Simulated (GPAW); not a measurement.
The system is Sn.

```
Sn
1.0
     0.00000    3.23334    3.23334
     3.23334    0.00000    3.23334
     3.23334    3.23334    0.00000
Sn
2
Direct
  0.75000 0.75000 0.75000
  0.50000 0.50000 0.50000
```

This isn't the form of Sn at room conditions, which is tetragonal (white tin).

```yaml
Program: GPAW 26.7.0
Task: relaxation of cell and atoms
Functional: PBE
Potentials_or_basis: GPAW PAW data sets (gpaw-data 1.2.1)
Cutoff: 600 eV
Basis: pw
k_mesh: 6 × 6 × 6
Occupations: fermi-dirac, width 0.05 eV
Spin: no spin polarisation
```

At the start: pressure 3.6 GPa; volume 33.80 Å³/atom.

**Question.** How do energy, volume and symmetry change on relaxing?

**Answer.** Over 4 steps the energy falls by 29.6 meV/atom and the volume is 36.63 Å³/atom (+8.4 %); space group Fd-3m (No. 227, to 0.05 Å).

Step by step:
```tsv
step	energy change (eV)	largest force (eV/Å)	pressure (GPa)	volume (Å³)
1	0.0000	0.0000	3.58	67.61
2	-0.0219	0.0000	2.76	68.71
3	-0.0589	0.0000	0.25	72.82
4	-0.0593	0.0000	0.02	73.27
```

Final structure:
```
Sn
1.0
     0.00000    3.32118    3.32118
     3.32118    0.00000    3.32118
     3.32118    3.32118    0.00000
Sn
2
Direct
  0.75000 0.75000 0.75000
  0.50000 0.50000 0.50000
```

Caveat: later steps reuse the first step's grids.
